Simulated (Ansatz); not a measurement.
Input and command of a calculation in Ansatz (plane waves; scalar-relativistic PAW potentials unless the input names others):

```yaml
crystal:
  lattice:
    - [-1.7349541242, 1.7349541242, 1.7349541242]
    - [1.7349541242, -1.7349541242, 1.7349541242]
    - [1.7349541242, 1.7349541242, -1.7349541242]
  atoms:
    - { symbol: Al, position: [0.0, 0.0, 0.0] }
basis:
  ecutwfc: 420
  ecutrho_ratio: 2
kpoints:
  mp_grid: { grid: [26, 26, 26] }
hamiltonian:
  xc: pbesol
scf:
  occupations: { method: gaussian, width: 0.15 }
  max_iter: 80
output:
  forces: true
  eigenvalues: true
  stress: true
```

```bash
ansatz run input.yaml --threads 2 --pin off --max-ram 5120MiB --backend cpu --events-out ev --progress --plain --runs-dir out
```

Abridged log:
```
Warning: basis.ecutrho_ratio = 2 (ecutrho = 840 eV) is below the records' recommended 1680 eV
settings of this run that can trade accuracy for cost: basis.ecutrho_ratio < 4. Do not mix this run's numbers with those of runs without the same settings; the input reference describes each key
Pseudopotentials: kind: paw
Pseudopotential: Al, paw, valence charge 3, recommended cutoff 420 eV (normal)
Functional definition: PBEsol
Crystal: 1 atom, lattice volume = 20.889 Å³
Basis set: ecut = 420 eV, 381 PW (Γ), exchange–correlation on 36×36×36 points (8 copies of the dense FFT grid, shifted against one another)
Bands: 6, of which v1, the nominal top of the filled ones, is band 2 counted from 1 (1 counted from 0)
Symmetry: 48 space group operations
Space group: Im-3m (ITA 229), of the structure as read, at distance tolerance 2.8e-5 Å
k-points: 511 of 17576
Initial density: superposition of atomic densities (neutral atoms: chi_scale 0, normalization atom), corrected by the library's trained network
Initial wavefunctions: pseudopotential atomic-orbital guess
Functional: x = pbesol(κ = 0.804, μ = 0.12345679), c = pbesol(β = 0.046)
SCF iter   1: F=—  HF=-524.284066 eV  |F-HF|=—  |Δ(HF+E_count)|=         —  Δρ=8.88e-4  dr2=2.01e-4  ethr=1.77e-3  ⟨swp⟩=4.8  Hψ=26969  notcnv=0
SCF iter   2: F=—  HF=-524.283976 eV  |F-HF|=—  |Δ(HF+E_count)|=   9.08e-5  Δρ=4.08e-4  dr2=4.09e-5  ethr=6.69e-6  ⟨swp⟩=1.5  Hψ=7424  notcnv=0
SCF iter   3: F=—  HF=-524.283991 eV  |F-HF|=—  |Δ(HF+E_count)|=   1.54e-5  Δρ=2.98e-5  dr2=1.90e-7  ethr=1.36e-6  ⟨swp⟩=2.0  Hψ=3660  notcnv=0
SCF iter   4: F=-524.283991 eV  HF=-524.283991 eV  |F-HF|=1.93e-10  |Δ(HF+E_count)|=   3.65e-8  Δρ=3.15e-6  dr2=1.28e-9  ethr=6.33e-9  ⟨swp⟩=2.0  Hψ=3545  notcnv=0
SCF iter   5: F=-524.283991 eV  HF=-524.283991 eV  |F-HF|=5.68e-13  |Δ(HF+E_count)|=  3.39e-10  Δρ=3.03e-7  dr2=1.40e-11  ethr=4.26e-11  ⟨swp⟩=2.0  Hψ=3664  notcnv=0
SCF iter   6: F=-524.283991 eV  HF=-524.283991 eV  |F-HF|=0.00e0  |Δ(HF+E_count)|=  6.82e-13  Δρ=1.34e-8  dr2=2.81e-14  ethr=1.00e-12  ⟨swp⟩=1.9  Hψ=9918  notcnv=0
SCF 1 converged in 6 iterations: F = -524.283991 eV  dr2 = 2.81e-14
SCF converged after 6 iterations
Free energy (F): -524.283991 eV
Harris-Foulkes:  -524.283991 eV  (|F-HF|=0.00e0)
Internal energy: -524.278441 eV  (E = F + TS)
E sigma→0 (E₀):  -524.281216 eV
Entropy (-TS):   -0.005550 eV (-5.550 meV/atom)
Fermi energy:    5.601930 eV
--- Forces (eV/Å), atoms counted from 1 ---
  atom   1  Al     0.00000000     0.00000000     0.00000000
--- Stress (GPa, compression-positive) ---
      -10.102274       0.000000       0.000000
        0.000000     -10.102274       0.000000
        0.000000       0.000000     -10.102274
  P = ⅓ Tr σ = -10.1023 GPa (-101.023 kbar)
settings of this run that can trade accuracy for cost: basis.ecutrho_ratio < 4. Do not mix this run's numbers with those of runs without the same settings; the input reference describes each key
```

One setting here is unusual or wrong in general: a density cutoff too low for products of the waves, which reach up to 4 times the waves' cutoff (basis.ecutrho_ratio: not typed → 2). For this cell it did little harm to the result: the run converged in 6 SCF iterations (reference: 6) with an energy at zero smearing 0.12 meV/atom below the reference's, pressure -10.10 GPa, largest force 0.000 eV/Å, no gap on the mesh. A reference run from the same start on usual settings converged with pressure -10.10 GPa, largest force 0.000 eV/Å, no gap on the mesh.

Time: 3.6 s on 2 threads of Arm Neoverse V2, with other jobs on the host, peak memory 0.37 GiB.